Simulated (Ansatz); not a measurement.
# PbS: band gap under strain

How does strain move the band edges of PbS (rocksalt), and do the functionals agree on it? States: no strain; +1.5 % equal strain in all directions; -0.5 % shear in the xy plane.

The runs shown are made with Ansatz 0.2.0. PAW datasets, plane waves. Spin-unpolarised throughout; all numbers are computed.

### 1 The structure to begin with

The unstrained cell was relaxed with r2SCAN; in each strained cell the atoms were relaxed again with r2SCAN. Names of k-points are those of the unstrained zone, where strain can split equivalent points. First state: no strain.

Space group Fm-3m (No. 225), cubic; a = 5.974 Å in the conventional setting, 26.66 Å³ an atom. Around Pb lie 6 S at 2.99 Å; around S lie 6 Pb at 2.99 Å.

As a file:

```xyz
2
Lattice="0.0000 2.9872 2.9872 2.9872 0.0000 2.9872 2.9872 2.9872 0.0000" Properties=species:S:1:pos:R:3 pbc="T T T"
Pb    0.0000    0.0000    0.0000
S     2.9872    2.9872    2.9872
```

### 2 No strain: PBE

Contents of input.yaml:

```yaml
crystal:
  lattice:
    - [0.0, 2.9872326629, 2.9872326629]
    - [2.9872326629, 0.0, 2.9872326629]
    - [2.9872326629, 2.9872326629, 0.0]
  atoms:
    - { symbol: Pb, position: [0.0, 0.0, 0.0] }
    - { symbol: S, position: [0.5, 0.5, 0.5] }
kpoints:
  mp_grid: { grid: [8, 8, 8] }
  band_path:
    path:
      - [0.0, 0.0, 0.0]
      - [0.5, 0.0, 0.5]
      - [0.625, 0.25, 0.625]
      - [0.375, 0.375, 0.75]
      - [0.5, 0.5, 0.5]
      - [0.5, 0.25, 0.75]
      - [0.0, 0.0, 0.5]
    npoints: 1
hamiltonian:
  xc: pbe
scf:
  occupations: { method: fermi_dirac, width: 0.02 }
  n_extra_bands: 4
output:
  forces: true
  stress: true
  eigenvalues: true
```

Started as:

```bash
$ ansatz run input.yaml --threads 2 --pin off --max-ram 2211MiB --backend cpu --events-out ev --progress --plain --runs-dir out
```

Further steps of the session: No strain: r2SCAN; No strain: HSE06; No strain: G0W0@PBE; +1.5 % equal strain in all directions: PBE; +1.5 % equal strain in all directions: r2SCAN; +1.5 % equal strain in all directions: HSE06; +1.5 % equal strain in all directions: G0W0@PBE; -0.5 % shear in the xy plane: PBE; -0.5 % shear in the xy plane: r2SCAN; -0.5 % shear in the xy plane: HSE06; -0.5 % shear in the xy plane: G0W0@PBE.

Q: Predict the outcome of this session.

As calculated:

Least gap in eV (negative: overlap), with the change from the unstrained cell in brackets. G0W0 is on its own coarse mesh.

```
                                state  volume change (%)           PBE        r2SCAN         HSE06          G0W0
                            no strain               +0.0          0.43          0.69          0.88          0.61
+1.5 % equal strain in all directions               +4.6  0.58 (+0.15)  0.84 (+0.15)  1.05 (+0.17)  0.80 (+0.19)
         -0.5 % shear in the xy plane               -0.0  0.41 (-0.02)  0.67 (-0.02)  0.85 (-0.03)  0.58 (-0.03)
```

With HSE06, of the states in the table +1.5 % equal strain in all directions shifts the gap most, by +0.170 eV. PBE and HSE06 differ by 0.44 eV on the unstrained gap, and by at most 0.03 eV on its change: the two disagree on the size of the gap but agree on its response to strain. In PBE the gap turns indirect under -0.5 % shear in the xy plane. Spin-orbit coupling is left out of the table, though the cell holds Pb (Z = 82); in an element this heavy it can shift bands and gaps by tenths of an eV. G0W0 here is at a finite number of bands, screening cutoff and k mesh, not at the basis limit.
